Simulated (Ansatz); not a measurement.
The system is FeO.

```
Fe O
1.0
    -1.60210    1.60210    2.08339
     1.60210   -1.60210    2.08339
     1.60210    1.60210   -2.08339
Fe O
1 1
Direct
  0.00000 0.00000 0.00000
  0.50000 0.50000 0.00000
```

The cell comes from a database or a generator and needn't be the stable form of this composition.

Base run:

* Program: Ansatz 0.2.0
* Functional: r2SCAN
* Potentials or basis: Ansatz PAW
* Cutoff: 500 eV (not typed: the program's choice for these potentials)
* k mesh: 12 × 12 × 12
* Occupations: fermi-dirac, width 0.05 eV
* Spin: collinear spin, ferromagnetic start
* Starting moments: [3.0, 0.0] μB

Its results: band gap on the k mesh none (metal or under the smearing width); pressure -12.2 GPa; net moment 4.00 μB per cell; site moments Fe +3.46; O +0.28 μB.

Task: The run is repeated on the same cell with these changes: functional from r2SCAN to LDA; cutoff from 500 eV (not typed: the program's choice for these potentials) to 420 eV (not typed: the program's choice for these potentials). What comes out?

Result: Band gap on the k mesh none (metal or under the smearing width); pressure -22.5 GPa; net moment 4.00 μB per cell; site moments Fe +3.37; O +0.33 μB.

Caveats: a cell with one magnetic atom can't hold antiferromagnetic order, which such compounds often take; semilocal functionals often make such compounds metallic where correlation or magnetic order opens a gap, which also shifts bond lengths; the PAW data sets come from PBE, with cores solved anew for the run's functional, which leaves a small shift of forces and pressure; the magnetic or orbital state may not be the lowest (some runs).
